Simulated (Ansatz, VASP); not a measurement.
This is a calculation of Ag for Ansatz 0.2.0.

File input.yaml:

```yaml
crystal:
  lattice:
    - [0.0, 2.04275, 2.0223225]
    - [2.04275, 0.0, 2.0223225]
    - [2.04275, 2.04275, 0.0]
  atoms:
    - { symbol: Ag, position: [0.0, 0.0, 0.0] }
hamiltonian:
  xc: pbe
  pseudopotentials: { kind: paw }
kpoints:
  mp_grid: { grid: [9, 9, 9] }
scf:
  occupations: { method: fermi_dirac, width: 0.05 }
output:
  forces: true
  stress: true
  eigenvalues: true
```

Potentials or basis: Ansatz PAW.

Command:

```bash
$ ansatz run input.yaml --threads 2 --pin off --max-ram 5632MiB --backend cpu --events-out ev --progress --plain --runs-dir out
```

Q: Set up the same calculation for VASP 6.6.1. Potentials there: VASP PAW PBE potentials, release 64 (Ag).

A: As run (the cutoff follows the program's own potentials):

INCAR

```
ALGO     = Fast           # electronic algorithm
EDIFF    = 1E-7           # SCF threshold, eV
ENCUT    = 520            # plane-wave cutoff, eV
GGA      = PE             # functional
ISIF     = 2              # what is computed and relaxed
ISMEAR   = -1             # smearing method
LASPH    = T              # aspherical terms in the spheres
LCHARG   = F              # write CHGCAR
LREAL    = F              # projectors in reciprocal space
LWAVE    = F              # write WAVECAR
NBANDS   = 12             # bands
NELM     = 60             # most SCF steps
PREC     = Accurate       # precision mode
SIGMA    = 0.05           # smearing width, eV
```

The input KPOINTS:

```
k-points
0
Gamma
  9 9 9
```

Contents of POSCAR:

```
Ag
1.0
    0.0000000000      2.0427500000      2.0223225000
    2.0427500000      0.0000000000      2.0223225000
    2.0427500000      2.0427500000      0.0000000000
Ag
1
Direct
    0.0000000000      0.0000000000      0.0000000000
```

Potentials or basis: VASP PAW PBE potentials, release 64 (Ag).

Launch:

```sh
$ cat potpaw_PBE.64/Ag/POTCAR > POTCAR
$ mpirun -np 1 vasp_std > vasp.out
```

Both were run:

|  | VASP | Ansatz | Ansatz less VASP |
| --- | --- | --- | --- |
| gap on the k mesh at the Fermi level (eV) | none | none | - |
| pressure (GPa) | 5.6 | 5.8 | +0.11 |
| largest component of the traceless stress (GPa) | 0.55 | 0.55 | +0.003 |

A gap of «none» marks a metal or a gap that the smearing closes. The two sets of potentials don't hold the same shells in valence.
